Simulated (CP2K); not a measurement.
# Au under changes of volume

One of the cells (16.855 Å³/atom); the others are scaled copies at fixed shape and fractional positions:

```xyz
1
Lattice="2.8779 0.0000 0.0000 1.4390 2.4924 0.0000 1.4390 0.8308 2.3498" Properties=species:S:1:pos:R:3 pbc="T T T"
Au    0.0000    0.0000    0.0000
```

- Program: CP2K 2026.2
- Functional: r2SCAN
- Potentials or basis: POTENTIAL_UZH Au GTH-SCAN-q11; TZVP-MOLOPT-SCAN-GTH basis
- Density cutoff: 9184 eV
- k mesh: 11 × 11 × 11
- Occupations: fermi-dirac, width 0.01 eV
- Spin: no spin polarisation

```csv
volume (Å³/atom),energy over the lowest point (meV/atom),pressure (GPa)
15.843,?,?
16.181,99.23,21.3
16.518,59.96,16.0
16.855,31.59,11.1
17.192,12.88,6.8
17.529,2.69,3.0
17.866,0.00,-0.4
```

What does the run at 15.843 Å³/atom give?

Energy over the lowest point 150.35 meV/atom; pressure 27.4 GPa.

Worked out: A Birch-Murnaghan fit of order 3 (a polynomial in V^(-2/3)) to the other rows has its minimum at 17.83 Å³/atom with B0 = V·E''(V) = 169 GPa and B' = 5.6. It gives 151.06 meV/atom at 15.843 Å³/atom, against the run's 150.35, and -dE/dV = 27.8 GPa, against 27.4.

Energies are extrapolated to zero smearing.

Caveats: with these potentials and basis sets, volumes of gold and of layered tellurides can stand 1.5 % and more from those of plane-wave programs; the basis of atomic orbitals isn't converged, which shifts pressures, moduli and gaps.
